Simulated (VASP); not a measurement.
# MgO2: Born charges and dielectric tensor with LDA

The system is MgO2.

```
Mg O
1.0
     1.60476    0.92651    3.49398
    -1.60476    0.92651    3.49398
     0.00000   -1.85302    3.49398
Mg O
1 2
Cartesian
  0.0000 0.0000 0.0000
  0.0000 0.0000 5.9874
  0.0000 0.0000 4.4945
```

The cell comes from a database or a generator and needn't be the stable form of this composition.

```
Program                : VASP 6.6.1
Task                   : Born charges and dielectric tensor
Functional             : LDA
Potentials or basis    : VASP PAW LDA potentials, release 64 (Mg, O)
Cutoff                 : 520 eV
k mesh                 : 10 × 10 × 10
Occupations            : gaussian, width 0.02 eV
Spin                   : no spin polarisation
Ladder                 : free
Further INCAR settings : ALGO = Fast; EDIFF = 1e-08; IBRION = 8
```

```yaml
Band_gap_on_the_k_mesh: 2.16 eV, direct
Electronic_dielectric_tensor_diagonal: 2.84, 2.84, 4.17
Born_charges_mean_of_the_diagonal: Mg +2.04; O -1.02 e
Highest_phonon_frequency_at_Γ_LO-TO_splitting_left_out: 892 cm⁻¹
```

Levels at points of the mesh, in eV from the valence-band top:
```
           k point  band 5  band 6  band 7  band 8  band 9  band 10
(0.00, 0.00, 0.00)   -3.32   -0.81   -0.81    4.35    4.66    11.82
(0.50, 0.00, 0.00)   -3.66   -1.28   -1.14    4.00    8.35     9.92
(0.50, 0.50, 0.00)   -4.35   -2.19   -0.13    3.36    7.51    10.72
(0.50, 0.50, 0.50)   -3.84    0.00    0.00    2.16    4.70     9.13
```

Phonon frequencies in cm⁻¹ (negative: imaginary):
```tsv
q point	frequencies
(0.000, 0.000, 0.000)	0 0 0 308 308 355 371 371 892
```

Electronic dielectric tensor:
```
2.84 0.00 0.00
0.00 2.84 0.00
0.00 0.00 4.17
```

Born effective charge tensors (e):
atom 1, Mg
```
2.03 0.00 0.00
0.00 2.03 0.00
0.00 0.00 2.08
```
atom 2, O
```
-1.01  0.00  0.00
 0.00 -1.01  0.00
 0.00  0.00 -1.04
```
atom 3, O
```
-1.01  0.00  0.00
 0.00 -1.01  0.00
 0.00  0.00 -1.04
```

Run time: 3 min on 4 MPI ranks on Intel(R) Xeon(R) Platinum 8559C (Emerald Rapids), with other jobs on the host, peak memory 0.5 GiB a rank.

A k mesh can miss the band edges. As with any semilocal functional, this LDA gap is likely too small.
